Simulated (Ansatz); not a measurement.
Input and command of a plane-wave DFT calculation in Ansatz:

```yaml
crystal:
  lattice:
    - [2.7197089362, 0.0, 0.0]
    - [-1.3598544681, 2.4463938736, 0.0]
    - [0.0, 0.0, 4.7114713867]
  atoms:
    - { symbol: Al, position: [0.6658271849, 0.3319512558, 0.75] }
    - { symbol: Al, position: [0.3341728151, 0.6680487442, 0.25] }
basis:
  ecutwfc: 420
kpoints:
  mp_grid: { grid: [24, 24, 12] }
hamiltonian:
  xc: pbe
  dispersion: d3bj
scf:
  occupations: { method: gaussian, width: 0.1 }
output:
  forces: true
  stress: true
  eigenvalues: true
relax:
  adjacent_minimum: "off"
  f_tol: 0.008
  max_steps: 40
  cell: { stress_tol: 0.015, fix: [a, angles] }
```

```bash
ansatz run input.yaml --threads 1 --pin off --max-ram 2560MiB --backend cpu --events-out ev --progress --plain --runs-dir out
```

Processor: Arm Neoverse V2, 1 thread, on a host shared with other jobs.

Problem. Estimate time, memory and problem size.

Solution. About 3.9 min on 1 thread of Arm Neoverse V2, with other jobs on the host, peak memory 0.93 GiB. It solves 7 bands at 2030 k points (the mesh reduced by the symmetry that the task leaves, which can be less than the crystal's) with about 611 plane waves (on the last cell), in 40 SCF iterations over 9 ionic steps.
